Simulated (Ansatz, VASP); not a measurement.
## BAs in two plane-wave programs

Aim: how closely do two programs agree when they are given the same cell, functional and k mesh? The cell is taken from a series of runs on this material, whose earlier steps may have relaxed, scaled, displaced or heated it; both programs get it as it stands.

Program: Ansatz 0.2.0. Level of theory: plane waves, with VASP 6.6.1 beside it; zone-centre phonons at LDA. Results are calculated unless marked as measured.

### 1. Set-up

Symmetry: I-4m2, No. 119, tetragonal system. The conventional cell has a = 3.446 Å, b = 3.446 Å, c = 4.657 Å, α = 90.00°, β = 90.00°, γ = 90.00°. Nearest to B lie 4 As at 2.08 Å. As has 4 B at 2.08 Å nearest. Farther neighbours are not listed.

Structure file:

```cif
data_structure
_symmetry_space_group_name_H-M 'P 1'
_symmetry_Int_Tables_number 1
_cell_length_a 3.3705
_cell_length_b 3.3705
_cell_length_c 3.4462
_cell_angle_alpha 59.254
_cell_angle_beta 59.254
_cell_angle_gamma 61.492
_cell_volume 27.65
loop_
_atom_site_label
_atom_site_type_symbol
_atom_site_fract_x
_atom_site_fract_y
_atom_site_fract_z
_atom_site_occupancy
B1 B 0.00000 0.00000 0.00000 1
As2 As 0.75000 0.75000 0.75000 1
```

### 2. Ansatz: zone-centre phonons, LDA

Ansatz runs on its PAW soft_1 files.

Second derivatives magnify differences that forces hide, and they need a tight electronic threshold.

The input, input.yaml:

```yaml
crystal:
  lattice:
    - [0.0, 2.4368058721, 2.3285154724]
    - [2.4368058721, 0.0, 2.3285154724]
    - [2.4368058721, 2.4368058721, 0.0]
  atoms:
    - { symbol: B, position: [0.0, 0.0, 0.0] }
    - { symbol: As, position: [0.75, 0.75, 0.75] }
kpoints:
  mp_grid: { grid: [12, 12, 12] }
hamiltonian:
  xc: lda
  pseudopotentials: { kind: paw, azcp: { folder: soft_1 }, xc_functional: pbe }
scf:
  occupations: { method: fixed }
output:
  eigenvalues: true
phonons:
  method: dfpt
  dielectric: true
  rigid_motions: translations
```

Run with:

```console
> ansatz run input.yaml --threads 4 --pin off --max-ram 10240MiB --backend cpu --events-out ev --progress --plain --runs-dir out
```

Numbers of over 12 decimals in the logs are rounded to 6 here.

Log:

```text
Engine: ansatz 0.2.0, x86_64-unknown-linux-gnu
Pseudopotentials: kind: paw
Pseudopotential: B, paw, valence charge 3, recommended cutoff 420 eV (normal), soft_1/B.paw.azcp
Pseudopotential: As, paw, valence charge 15, recommended cutoff 420 eV (normal), soft_1/As.paw.azcp
Functional definition: SPW92
  exchange = slater_x
  correlation = pw_c
Crystal: 2 atoms, lattice volume = 27.654 Å³
Basis set: ecut = 420 eV, 535 PW (Γ), exchange–correlation on 48×48×48 points (8 copies of the dense FFT grid, shifted against one another)
Bands: 13, of which v1, the nominal top of the filled ones, is band 9 counted from 1 (8 counted from 0)
Symmetry: 8 space group operations
k-points: 868 of 1728 (irreducible under 1 space group operation, time reversal used)
Non-local potential: B, projectors of the file, l = 0: 2, l = 1: 2, l = 2: 1
Non-local potential: As, projectors of the file, l = 0: 2, l = 1: 2, l = 2: 3, l = 3: 1
PAW form: soft (Blöchl's): semilocal exchange-correlation on the pseudo side does not see the compensation charge
PAW frozen core: B, regenerated for the run's functional, and the local potential with it (the file was generated under x = pbe(κ = 0.804, μ = 0.219515), c = pbe(β = 0.066725))
PAW frozen core: As, regenerated for the run's functional, and the local potential with it (the file was generated under x = pbe(κ = 0.804, μ = 0.219515), c = pbe(β = 0.066725))
PAW one-centre angular grid: B, 110 points (default); XC on 64 Gauss nodes
PAW one-centre angular grid: As, 590 points (default); XC on 64 Gauss nodes
Initial density: superposition of atomic densities (chi_scale 0.1, normalization cell, long waves kept (reshape's long-wave potential 0.00 eV rms))
Initial wavefunctions: pseudopotential atomic-orbital guess
Functional: x = slater, c = lda
SCF iter   1: F=—  HF=-4924.110760 eV  |F-HF|=—  |Δ(HF+E_count)|=         —  Δρ=7.28e-2  dr2=1.90e0  ethr=3.10e-3  ⟨swp⟩=4.3  Hψ=57475  notcnv=0  defer=1081
preconditioner: auto → none  [insulator: Δε(μ)=1.110 eV  Ē_g=12.289 eV  n_scr=8 (ndim 8)  ℏωp=20.0 eV  f_vac=0.000  ε∞_Penn≈3.6]
SCF iter   2: F=—  HF=-4923.537188 eV  |F-HF|=—  |Δ(HF+E_count)|=   5.74e-1  Δρ=2.46e-2  dr2=1.51e-1  ethr=3.10e-3  ⟨swp⟩=2.4  Hψ=24166  notcnv=0  defer=1160
SCF iter   3: F=—  HF=-4923.494781 eV  |F-HF|=—  |Δ(HF+E_count)|=   4.24e-2  Δρ=9.99e-3  dr2=1.91e-2  ethr=8.39e-4  ⟨swp⟩=2.1  Hψ=16106  notcnv=0  defer=1676
SCF iter   4: F=—  HF=-4923.491221 eV  |F-HF|=—  |Δ(HF+E_count)|=   3.56e-3  Δρ=4.27e-3  dr2=3.93e-3  ethr=1.06e-4  ⟨swp⟩=2.8  Hψ=19773  notcnv=0  defer=1722
SCF iter   5: F=—  HF=-4923.489975 eV  |F-HF|=—  |Δ(HF+E_count)|=   1.25e-3  Δρ=1.03e-3  dr2=1.95e-4  ethr=2.18e-5  ⟨swp⟩=3.1  Hψ=20825  notcnv=0  defer=1734
SCF iter   6: F=—  HF=-4923.489941 eV  |F-HF|=—  |Δ(HF+E_count)|=   3.39e-5  Δρ=1.26e-4  dr2=2.40e-6  ethr=1.08e-6  ⟨swp⟩=3.0  Hψ=20788  notcnv=0  defer=1731
SCF iter   7: F=—  HF=-4923.489941 eV  |F-HF|=—  |Δ(HF+E_count)|=   2.21e-7  Δρ=6.66e-6  dr2=7.23e-9  ethr=1.33e-8  ⟨swp⟩=2.0  Hψ=14781  notcnv=0
SCF iter   8: F=—  HF=-4923.489941 eV  |F-HF|=—  |Δ(HF+E_count)|=   1.45e-7  Δρ=3.41e-7  dr2=1.55e-11  ethr=1.00e-12  ⟨swp⟩=5.5  Hψ=63784  notcnv=0
SCF iter   9: F=-4923.489941 eV  HF=-4923.489941 eV  |F-HF|=3.64e-12  |Δ(HF+E_count)|=  9.09e-12  Δρ=2.12e-8  dr2=6.65e-14  ethr=1.00e-12  ⟨swp⟩=4.0  Hψ=48938  notcnv=0
SCF 1 converged in 9 iterations: F = -4923.489941 eV  dr2 = 6.65e-14
  greatest PAW one-centre occupation: 0.999 electrons in one spin orbital (limit 2), on the As atom at site 1 (counted from 0), in its partial waves of l = 2
NSCF: frozen V_eff on 63 k-points
DFPT response loops at Γ: preconditioner auto → none (the input reference at scf.mixing.eps_inf says where Resta's filter doesn't serve); β = 0.50; Broyden in place of MSR1
── the response to a field inside a basis, on 12×12×12 k-points: an SCF that follows is theirs, and a resumed run solves both again ──
Bands: 10, of which v1, the nominal top of the filled ones, is band 9 counted from 1 (8 counted from 0)
k-points: 468 of 1728 (irreducible under 2 space group operations, time reversal used)
Initial density: handed on by an earlier stage of this run
Initial wavefunctions: pseudopotential atomic-orbital guess (no wavefunctions were taken with the density)
Eigensolver: Dense (468 Hₖ)
SCF iter   1: F=—  HF=-4923.489840 eV  |F-HF|=—  |Δ(HF+E_count)|=         —  Δρ=1.33e-4  dr2=1.23e-6  ethr=1.00e-1
preconditioner: auto → none  [insulator: Δε(μ)=0.699 eV  Ē_g=9.524 eV  n_scr=8 (ndim 8)  ℏωp=20.0 eV  f_vac=0.000  ε∞_Penn≈5.4]
SCF iter   2: F=—  HF=-4923.489840 eV  |F-HF|=—  |Δ(HF+E_count)|=   3.23e-8  Δρ=7.16e-5  dr2=4.10e-7  ethr=6.83e-9
SCF iter   3: F=-4923.489840 eV  HF=-4923.489840 eV  |F-HF|=4.87e-8  |Δ(HF+E_count)|=   1.35e-7  Δρ=1.49e-5  dr2=3.91e-8  ethr=2.28e-9
SCF 1 converged in 3 iterations: F = -4923.489840 eV  dr2 = 3.91e-8
DFPT response loops at Γ: mixed as the last ones told, above
SCF converged after 9 iterations
Free energy (F): -4923.489941 eV
Harris-Foulkes:  -4923.489941 eV  (|F-HF|=3.64e-12)
Internal energy: -4923.489941 eV  (E = F + TS)
E sigma→0 (E₀):  -4923.489941 eV
Fermi energy:    10.466216 eV
--- Per-component energies (eV) ---
  E_band       = -227.369807
  E_kinetic    = 146.624272
  E_local      = -1974.394281  (includes V_loc(G=0)·N_el)
  E_nonlocal   = -380.066178
  E_hartree    = 1107.822030
  E_xc         = -102.734022
  E_vxc        = -112.410914  (∫ρ·V_xc dr)
  E_paw        = -2005.266094  (= ΣΔE_a)
  E_vpaw       = -122.766769  (= ΣTr[D̂ρ^β])
  E_aug_tail   = -0.000001  (compensation charges beyond the density's cutoff)
  E_ewald      = -1717.596730
  E_core_change = 2.121063  (= ΣΔE_core)
  E_smearing   = -0.000000  (= −TS)
  E_closure    = -0.000000  (closes the sum)
  Σ components = -4923.489941   (vs F -4923.489941, Δ=0.00e0)
--- Band table (eV; the first three rows and the last of 868) ---
  k-point 0: bands = [... 5 lower, -5.0665, 10.0525, 10.0525, 10.4662, 13.2424, 13.5350, 13.5350, 14.6280]
  k-point 1: bands = [... 5 lower, -4.9542, 9.1380, 9.8308, 10.1476, 13.4043, 13.7570, 13.8056, 15.2957]
  k-point 2: bands = [... 5 lower, -4.6215, 7.2660, 9.3538, 9.6967, 13.3181, 14.2965, 14.3514, 16.6529]
  k-point 867: bands = [... 5 lower, -2.2705, 1.5571, 8.1476, 8.6557, 12.6754, 14.7528, 15.2240, 18.9025]
--- Phonons (Γ-DFPT): 4 representative perturbations + reference, on 868 of 1728 k-points (Σ response iterations 12) ---
  k mesh reduced under 1 symmetry operation, with k and −k counted as one. Each operation leaves every solved perturbation unchanged. A smaller set is not considered because the run solves the response to a homogeneous field
  ASR residual: 6.328e-6 → 0.000e0 eV/Å²; symmetrization residual: 1.823e-6 eV/Å²
  ASR residual per site (eV/Å²): 6.33e-6 2.19e-6
  Γ frequencies (cm⁻¹): 0.00 0.00 0.00 666.37 666.37 671.11
  ε∞ (high-frequency dielectric tensor):
       10.150868    -0.000000    -0.000000
       -0.000000    10.150868    -0.000000
       -0.000000    -0.000000     9.385349
  ε⁰ (static dielectric tensor: ions relaxed, cell fixed):
       10.213355    -0.000000    -0.000000
       -0.000000    10.213355    -0.000000
       -0.000000    -0.000000     9.472281
  ε⁰ − ε∞ (ionic part):
        0.062488    -0.000000     0.000000
       -0.000000     0.062488    -0.000000
        0.000000    -0.000000     0.086932
  softest optical mode at Γ: 666.37 cm⁻¹; the repairs (sum rule, projections) moved no ω² at Γ by more than (0.66 cm⁻¹)²
  Born effective charges Z* (e; rows j = field, columns β = displacement):
    site 0:
        -0.38382    0.00000   -0.00000
         0.00000   -0.38382    0.00000
        -0.00000   -0.00000   -0.45592
    site 1:
         0.38382   -0.00000    0.00000
        -0.00000    0.38382   -0.00000
         0.00000    0.00000    0.45592
  Z* charge neutrality: 4.587e-4 e pre-enforcement
  solved inside a basis spanned on kpoints, on 12×12×12 k-points, its susceptibility summed on 16×16×16: ε∞ is read to err by 2.8e-2, Z* by 1.6e-2 e (field_mesh: kpoints solves on kpoints); Z* is corrected for what the basis lacks
  optical modes at Γ without the LO–TO term, one row a degenerate level:
      ω (cm⁻¹)  modes    IR ((D/Å)²/amu)
        666.37      2             0.7195
        671.11      1             0.5076
  optical modes at Γ + LO–TO along q̂ = [1.0000, 0.0000, 0.0000]:
      ω (cm⁻¹)  modes    IR ((D/Å)²/amu)
        666.37      1             0.3598
        668.42      1             0.3598
        671.11      1             0.5076
  optical modes at Γ + LO–TO along q̂ = [0.0000, 1.0000, 0.0000]:
      ω (cm⁻¹)  modes    IR ((D/Å)²/amu)
        666.37      1             0.3598
        668.42      1             0.3598
        671.11      1             0.5076
  optical modes at Γ + LO–TO along q̂ = [0.0000, 0.0000, 1.0000]:
      ω (cm⁻¹)  modes    IR ((D/Å)²/amu)
        666.37      2             0.7195
        674.21      1             0.5076
```

(Part 1 of 3 ends here.)

[Lines on the potential files, build, host, timing and source positions are cut from VASP's logs without a mark.]

[Logs are printed without paths, hosts, clocks, repeated set-up lines and the standing remarks that a program may print on its own settings, such as how far it seeks lower states.]

[Hosts, paths, dates, database ids (printed as entryN), source tags and the programs' standing remarks are cut or masked in the printed files.]
